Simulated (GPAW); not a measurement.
Sb:

```
CELL_PARAMETERS angstrom
-1.57654 1.57654 2.71194
1.57654 -1.57654 2.71194
1.57654 1.57654 -2.71194
ATOMIC_POSITIONS crystal
Sb 0.00000 0.00000 0.00000
```

This isn't the form of Sb at room conditions, which is rhombohedral.

| Quantity | Value |
| --- | --- |
| Program | GPAW 26.7.0 |
| Task | relaxation of cell and atoms |
| Functional | PBEsol |
| Dispersion | D3 |
| Potentials or basis | PAW data sets generated in the run's folder for this functional |
| Cutoff | 600 eV |
| Basis | pw |
| k mesh | 9 × 9 × 9 |
| Occupations | fermi-dirac, width 0.05 eV |
| Spin | no spin polarisation |

At the start: pressure -2.7 GPa; volume 26.96 Å³/atom.

Q: How do energy, volume and symmetry change on relaxing?

A: Over 4 steps the energy falls by 10.0 meV/atom and the volume is 25.87 Å³/atom (-4.0 %); space group I4/mmm (No. 139, to 0.05 Å).

Step by step:
```csv
step,energy change (eV),largest force (eV/Å),pressure (GPa),volume (Å³)
1,0.0000,0.0000,-2.67,26.96
2,-0.0070,0.0000,-1.49,26.45
3,-0.0100,0.0000,0.12,25.83
4,-0.0100,0.0000,0.01,25.87
```

Final structure:
```xyz
1
Lattice="-1.5518 1.5518 2.6863 1.5518 -1.5518 2.6863 1.5518 1.5518 -2.6863" Properties=species:S:1:pos:R:3 pbc="T T T"
Sb    0.0000    0.0000    0.0000
```

Caveat: later steps reuse the first step's grids; pairwise dispersion overbinds metals, which lowers pressure and volume.
